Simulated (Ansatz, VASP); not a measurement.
## SrCl2: VASP beside Ansatz

The input INCAR:

```
SYSTEM = SrCl2
PREC = Accurate
ENCUT = 520
EDIFF = 1E-7
ISMEAR = -1
SIGMA = 0.05
LREAL = .FALSE.
LASPH = .TRUE.
NELM = 100
ALGO = Normal
ISIF = 2
LWAVE = .FALSE.
LCHARG = .FALSE.
GGA = PS
NBANDS = 19
```

The input KPOINTS:

```
regular mesh
0
G
  7 7 7
  0 0 0
```

The input POSCAR:

```
SrCl2
1.0
    0.0000000000      3.4412043558      3.4412043558
    3.4412043558      0.0000000000      3.4412043558
    3.4412043558      3.4412043558      0.0000000000
Sr Cl
1 2
Direct
    0.0000000000      0.0000000000      0.0000000000
    0.7500000000      0.7500000000      0.7500000000
    0.2500000000      0.2500000000      0.2500000000
```

The input input.yaml:

```yaml
crystal:
  lattice:
    - [0.0, 3.4412043558, 3.4412043558]
    - [3.4412043558, 0.0, 3.4412043558]
    - [3.4412043558, 3.4412043558, 0.0]
  atoms:
    - { symbol: Sr, position: [0.0, 0.0, 0.0] }
    - { symbol: Cl, position: [0.75, 0.75, 0.75] }
    - { symbol: Cl, position: [0.25, 0.25, 0.25] }
hamiltonian:
  xc: pbesol
  pseudopotentials: { kind: paw }
kpoints:
  mp_grid: { grid: [7, 7, 7] }
scf:
  occupations: { method: fermi_dirac, width: 0.05 }
output:
  forces: true
  stress: true
  eigenvalues: true
```

Change from the starting cell: volume scaled by 0.96.

Alike in both runs: task single point; functional PBEsol; k mesh 7 × 7 × 7; occupations fermi-dirac, width 0.05 eV; no spin polarisation.

|  | VASP | Ansatz |
| --- | --- | --- |
| version | VASP 6.6.1 | Ansatz 0.2.0 |
| potentials or method | VASP PAW PBE potentials, release 64 (Sr_sv, Cl) | Ansatz PAW |
| plane-wave cutoff (eV) | 520 | 420 |
| valence electrons in the cell | 24 | 24 |

```tsv
	VASP	Ansatz	Ansatz less VASP
gap on the k mesh at the Fermi level (eV)	5.32	5.33	+0.011
least direct gap on the mesh (eV)	5.55	5.55	+0.002
pressure (GPa)	0.6	0.4	-0.15
```

Caveats: the PAW data sets were made with another functional, which shifts forces and pressure a little (VASP); an odd mesh through Γ misses points on the zone boundary, where band edges often lie (VASP); odd divisions of the mesh miss points on the zone boundary, where band edges often lie, so the gap on the mesh can be too wide (Ansatz); the PAW data sets come from PBE, with cores solved anew for the run's functional, which leaves a small shift of forces and pressure (Ansatz).
